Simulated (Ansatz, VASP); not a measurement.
# One calculation of KF, two programs

File INCAR:

```
SYSTEM = KF
  PREC = Accurate
  ENCUT = 520
  EDIFF = 1E-7
  ISMEAR = 0
  SIGMA = 0.05
  LREAL = .FALSE.
  LASPH = .TRUE.
  NELM = 60
  ALGO = Normal
  ISIF = 2
  LWAVE = .FALSE.
  LCHARG = .TRUE.
  GGA = PE
  LELF = .TRUE.
  LVHAR = .TRUE.
  NBANDS = 15
```

KPOINTS

```
Automatic mesh
0
G
  8 8 8
  0 0 0
```

The input POSCAR:

```
KF
1.0
    0.0000000000      2.6735000000      2.7403375000
    2.6735000000      0.0000000000      2.7403375000
    2.6735000000      2.6735000000      0.0000000000
K F
1 1
Direct
    0.0000000000      0.0000000000      0.0000000000
    0.5000000000      0.5000000000      0.5000000000
```

Input for Ansatz:

```yaml
crystal:
  lattice:
    - [0.0, 2.6735, 2.7403375]
    - [2.6735, 0.0, 2.7403375]
    - [2.6735, 2.6735, 0.0]
  atoms:
    - { symbol: K, position: [0.0, 0.0, 0.0] }
    - { symbol: F, position: [0.5, 0.5, 0.5] }
basis:
  ecutwfc: 420
kpoints:
  mp_grid: { grid: [8, 8, 8] }
hamiltonian:
  xc: pbe
scf:
  occupations: { method: gaussian, width: 0.05 }
output:
  forces: true
  stress: true
  eigenvalues: true
```

Change from the starting cell: strain +0.000 along x and y, +0.025 along z, atoms carried along.

Alike in both runs: task single point; functional PBE; k mesh 8 × 8 × 8; occupations gaussian, width 0.05 eV; no spin polarisation.

|  | VASP | Ansatz |
| --- | --- | --- |
| version | VASP 6.6.1 | Ansatz 0.2.0 |
| potentials or method | VASP PAW PBE potentials, release 64 (K_sv, F) | scalar-relativistic, plane waves, PAW |
| plane-wave cutoff (eV) | 520 | 420 |
| valence electrons in the cell | 16 | 16 |

```tsv
	VASP	Ansatz	Ansatz less VASP
gap on the k mesh at the Fermi level (eV)	6.02	6.03	+0.016
least direct gap on the mesh (eV)	6.02	6.03	+0.016
pressure (GPa)	0.6	0.5	-0.02
largest component of the traceless stress (GPa)	0.81	0.77	-0.031
```

A k mesh can miss the band edges.
